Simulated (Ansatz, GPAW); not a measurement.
This is a calculation of CdSe for GPAW 26.7.0 (ASE script). The cell is a database's computed one, not the measured one.

Contents of run.py:

```python
from ase.dft.bandgap import bandgap
from ase.io import read, write
from ase.units import GPa
from gpaw import GPAW, PW

atoms = read('CdSe.xyz')

calc = GPAW(mode=PW(600),
            xc='PBE',
            kpts={'size': (8, 8, 8), 'gamma': True},
            occupations={'name': 'methfessel-paxton', 'order': 0, 'width': 0.028000000000000004},
            nbands=18,
            convergence={'density': 1e-05, 'energy': 1e-05},
            maxiter=150,
            txt='gpaw.txt')
atoms.calc = calc
energy = atoms.get_potential_energy()
forces = atoms.get_forces()
stress = atoms.get_stress()
calc.write('gs.gpw')
write('result.traj', atoms)
print(f'Energy: {energy:.6f} eV')
print('Forces (eV/A):')
print(forces.round(4))
print('Stress (GPa):', (stress / GPa).round(3))
print('Fermi level:', round(calc.get_fermi_level(), 4), 'eV')
print(f'Gap: {bandgap(calc)[0]:.4f} eV, direct: {bandgap(calc, direct=True)[0]:.4f} eV')
```

Contents of CdSe.xyz:

```xyz
2
Lattice="0.0000000000 3.0702711986 3.0702711986 3.0702711986 0.0000000000 3.0702711986 3.0702711986 3.0702711986 0.0000000000" Properties=species:S:1:pos:R:3 pbc="T T T"
Cd     0.0000000000      0.0000000000      0.0000000000
Se     1.5351355993      1.5351355993      1.5351355993
```

Potentials or basis: GPAW PAW data sets (gpaw-data 1.2.1), pw.

Command:

```bash
$ OMP_NUM_THREADS=1 python run.py
```

What does the same run look like in Ansatz 0.2.0? Potentials or basis there: all-electron LAPW, scalar-relativistic.

As run (cutoffs and basis follow the program's own potentials, and thresholds, step limits or extra output files can differ):

input.yaml

```yaml
crystal:
  lattice:
    - [0.0, 3.0702711986, 3.0702711986]
    - [3.0702711986, 0.0, 3.0702711986]
    - [3.0702711986, 3.0702711986, 0.0]
  atoms:
    - { symbol: Cd, position: [0.0, 0.0, 0.0] }
    - { symbol: Se, position: [0.25, 0.25, 0.25] }
kpoints:
  mp_grid: { grid: [8, 8, 8] }
scf:
  occupations: { method: gaussian, width: 0.028 }
hamiltonian:
  xc: pbe
  pseudopotentials: { kind: all_electron, lapw: { basis_error: 0.001 } }
output:
  forces: true
  stress: true
  eigenvalues: true
```

Potentials or basis: all-electron LAPW, scalar-relativistic.

The run is started by

```sh
$ ansatz run input.yaml --threads 1 --pin off --max-ram 3072MiB --backend cpu --events-out ev --progress --plain --runs-dir out
```

Both were run:

|  | GPAW | Ansatz |
| --- | --- | --- |
| Pressure | 1.1 GPa | 1.3 GPa |

Where Ansatz's input types no cutoff or centring, it takes its own default and a Γ-centred mesh.

Pressure is positive in compression.
